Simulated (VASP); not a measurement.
Input:

```
CELL_PARAMETERS angstrom
      3.77151     0.00000     0.00000
      0.00000     3.77151     0.00000
      0.00000     0.00000     3.77151
ATOMIC_POSITIONS crystal
  La 0.00000 0.00000 0.00000
  Al 0.50000 0.50000 0.50000
  O  0.50000 0.00000 0.50000
  O  0.00000 0.50000 0.50000
  O  0.50000 0.50000 0.00000
```

Method: PBE GGA, VASP's PBE PAW potentials (set 64) (plane waves; VASP 6.6.1). Settings: 520 eV cut-off, 6×6×6 Γ-centred mesh, Gaussian smearing of 0.050 eV, potentials La Al O.

Question: Give the stress tensor in GPa (positive for a compressed cell).

Answer: 
```
6.40  0.00  0.00
0.00  6.40  0.00
0.00  0.00  6.40
```
The pressure is its mean diagonal, 6.40 GPa.

The compound is LaAlO3 in the cubic perovskite structure, the ideal cubic form; the compound distorts at low or room temperature. This cell is one point of a volume scan, at 0.97 of the reference volume.
